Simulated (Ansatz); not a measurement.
**Ca in Ansatz: the effect of target pressure**

Crystal: Ca.

```
CELL_PARAMETERS angstrom
0.00000 2.79420 2.79420
2.79420 0.00000 2.79420
2.79420 2.79420 0.00000
ATOMIC_POSITIONS crystal
Ca 0.00000 0.00000 0.00000
```

Alike in all runs:

| Quantity | Value |
| --- | --- |
| Program | Ansatz 0.2.0 |
| Task | relaxation of cell and atoms |
| Functional | PBEsol |
| Potentials or basis | Ansatz PAW |
| Cutoff | 420 eV (not typed: the program's choice for these potentials) |
| k mesh | 8 × 8 × 8 |
| Occupations | fermi-dirac, width 0.05 eV |
| Spin | no spin polarisation |

Each run relaxes the cell or the atoms first.

Question: One run gave: relaxed volume 36.84 Å³/atom. Which target pressure did it use?
A. 0 GPa
B. 5 GPa
C. 2 GPa
D. 20 GPa
E. 10 GPa

Answer: C.

```csv
target pressure,relaxed volume (Å³/atom)
0 GPa,40.54
2 GPa,36.84
5 GPa,33.02
10 GPa,29.05
20 GPa,24.40
30 GPa,21.23
```

Caveats: the plane-wave basis is chosen anew once the cell has moved, so the energies of steps on either side of that aren't comparable; the PAW data sets come from PBE, with cores solved anew for the run's functional, which leaves a small shift of forces and pressure; the volume moved by over 15 % at a fixed basis, so the end points are rough (some runs).
